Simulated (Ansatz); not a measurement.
## Relaxation of Si2Ni

Method: DFT PBEsol, scalar-relativistic, plane waves, PAW in Ansatz. (420 eV cutoff, 14×14×14 k-mesh, Gaussian smearing of 0.10 eV, no spin polarisation)

What was changed: relaxed at 25 GPa.

Other phases may be more stable at this pressure.

Command:

```bash
ansatz run input.yaml --threads 1 --pin off --max-ram 2560MiB --backend cpu --events-out ev --progress --plain --runs-dir out
```

Input:

```yaml
crystal:
  lattice:
    - [0.0, 2.5851881016, 2.5851881016]
    - [2.5851881016, 0.0, 2.5851881016]
    - [2.5851881016, 2.5851881016, 0.0]
  atoms:
    - { symbol: Si, position: [0.25, 0.25, 0.25] }
    - { symbol: Si, position: [0.75, 0.75, 0.75] }
    - { symbol: Ni, position: [0.0, 0.0, 0.0] }
basis:
  ecutwfc: 420
kpoints:
  mp_grid: { grid: [14, 14, 14] }
hamiltonian:
  xc: pbesol
scf:
  occupations: { method: gaussian, width: 0.1 }
output:
  forces: true
  stress: true
  eigenvalues: true
  write_density: true
  write_potential: true
  elf: true
  volumetric_format: npy
relax:
  adjacent_minimum: "off"
  f_tol: 0.008
  max_steps: 50
  cell: { stress_tol: 0.08, p_target: 25.0 }
```

F is the free energy. Steps run on the plane waves of an earlier cell, but the last one, and at times one on the way, on a freshly chosen basis, so a repeated geometry can differ a little in energy. The relaxation lowers the enthalpy F + PV at the target pressure, so F itself can rise.

Steps:

```
step F − F(1) (eV) largest force component (eV/Å) V (Å³/atom) P (GPa)
   1         0.0000                           0.000       11.518    26.54
   2        -0.0202                           0.000       11.560    25.55
   3        -0.0311                           0.000       11.583    25.01
   4        -0.0312                           0.000       11.583    25.01
```

Relaxed structure:

```yaml
crystal:
  lattice:
    - [0.00000, 2.59002, 2.59002]
    - [2.59002, 0.00000, 2.59002]
    - [2.59002, 2.59002, 0.00000]
  atoms:
    - { symbol: Si, position: [0.25000, 0.25000, 0.25000] }
    - { symbol: Si, position: [0.75000, 0.75000, 0.75000] }
    - { symbol: Ni, position: [0.00000, 0.00000, 0.00000] }
```

The structure is cubic, space group Fm-3m (No. 225). The conventional cell has a = 5.180 Å, b = 5.180 Å, c = 5.180 Å, α = 90.00°, β = 90.00°, γ = 90.00°. Si (site symmetry -43m) has 4 Ni at 2.24 Å as nearest neighbours. Ni (site symmetry m-3m) is surrounded by 8 Si at 2.24 Å.

The run converged. Time: 15 s on 1 thread of Arm Neoverse V1, with other jobs on the host, peak memory 0.36 GiB.